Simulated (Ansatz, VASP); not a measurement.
**Two plane-wave programs on B**

```
B
1.0
    -1.14057    1.14057    1.14057
     1.14057   -1.14057    1.14057
     1.14057    1.14057   -1.14057
B
1
Direct
  0.00000 0.00000 0.00000
```

Alike in both runs: task single point; functional LDA; k mesh 19 × 19 × 19; occupations fermi-dirac, width 0.1 eV; non-collinear spin, spin-orbit coupling.

```csv
,VASP,Ansatz
version,VASP 6.6.1,Ansatz 0.2.0
potentials or method,"VASP PAW LDA potentials, release 64 (B)","plane waves (420 eV) with PAW, fully relativistic with spin-orbit coupling"
plane-wave cutoff (eV),520,420
valence electrons in the cell,3,3
```

```csv
,VASP,Ansatz,Ansatz less VASP
net moment per atom (μB),0.00,0.00,0.000
```

Ansatz warned: «pseudo_functional_mismatch».
